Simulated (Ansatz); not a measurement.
# From a trial cell to the properties of AlN

**The experiment.** The Crystallography Open Database holds a cell as deposited of hexagonal AlN (space group P6_3mc), temperature not stated (2015, doi:10.1039/C5TC00475F): a, c = 3.081, 5.031 Å, 10.34 Å³/atom.

From “Self-assembly of well-separated AlN nanowires directly on sputtered metallic TiN films”, 2019, arxiv:1910.07391, for a bulk crystal of AlN at 10 K: band gap 6.034 eV (an exciton energy, a little under the gap).

Computed with Ansatz (plane waves, PAW, 420 eV cutoff): PBE, scalar-relativistic, no spin polarisation, Γ-centred 12×12×8 mesh, 0.05 eV Gaussian smearing; PAW files: Ansatz's generated set soft_2.

The chain of runs began from a cell as deposited in COD, expanded in volume.

The start, 2 % over the database's volume:

```yaml
crystal:
  lattice:
    - [3.12134, 0.00000, 0.00000]
    - [-1.56067, 2.70316, 0.00000]
    - [0.00000, 0.00000, 4.99454]
  atoms:
    - { symbol: Al, position: [0.33333, 0.66667, 0.00000] }
    - { symbol: Al, position: [0.66667, 0.33333, 0.50000] }
    - { symbol: N, position: [0.33333, 0.66667, 0.38500] }
    - { symbol: N, position: [0.66667, 0.33333, 0.88500] }
```

The steps in volume:

| run | level | k-mesh | kind | V (Å³/atom) | P (GPa) | E − E(final) (meV/atom) | gap on the mesh (eV) |
| --- | --- | --- | --- | --- | --- | --- | --- |
| 1 | PBE | 12×12×8 | cell and atoms relaxed | 10.65 | 0.0 | 0.0 | 4.03 |

The final structure (symmetry read at 0.01 Å). The structure is hexagonal, space group P6_3mc (No. 186). Conventional cell: a = 3.130 Å, b = 3.130 Å, c = 5.018 Å, α = 90.00°, β = 90.00°, γ = 120.00°. Around Al (site symmetry 3m) lie 4 N at 1.90 to 1.91 Å. Around N (site symmetry 3m) lie 4 Al at 1.90 to 1.91 Å. (Neighbours are counted to 15 % beyond the shortest distance.)

```tsv
atom	site	symmetry	x	y	z
Al	2b	3m.	0.3333	0.6667	0.0017
N	2b	3m.	0.3333	0.6667	0.3833
```

- At the final geometry the gap, band path included, is 4.03 eV.
- The equation of state gives B0 = 193 GPa and B0′ = 3.8.
- Against the elements' standard states, run alike and uncorrected, the formation energy is -1.37 eV/atom.
- The runs in the table took roughly 0.6 core-minutes.

**Why it comes out so.**

Formal charges Al³⁺, N³⁻ balance and leave closed shells on every ion, so a band insulator is expected, and the gap is 4.03 eV.

Within 0.6 eV of the edges the projected states are 95 % N 2p at the top of the valence band and 45 % N 2s at the bottom of the conduction band. The conduction edge mixes several shells, so no single label fits the gap.

Bader charges against formal ones: Al +2.43 (+3), N −2.43 (−3). The cations give up 81 % of the formal charge; Bader charges stay under formal ones because the anions' density reaches into the cations' basins, though a share this high marks a strongly ionic bond.

**Comparison.** The computed cell (3.130, 5.018 Å, 10.65 Å³/atom) differs from the database's by +3.0 % in volume, about +1.0 % in length. The axes miss by +1.6 %, −0.3 %, so errors cancel in the volume. PBE usually overestimates volumes by a few per cent. Measured gap of AlN: 6.034 eV (an exciton energy, a little under the gap; 10 K; quoted in “Self-assembly of well-separated AlN nanowires directly on sputtered metallic TiN films”, 2019, arxiv:1910.07391). This calculation gives 4.03 eV (-2.00 eV). 2 values of this kind are on record (6.034 to 6.0343 eV); this one was drawn at random. Kohn–Sham gaps of semilocal functionals mostly fall below measured ones. Temperature and excitons aren't in the calculation.

Semilocal functionals underestimate band gaps, commonly by a third or more.
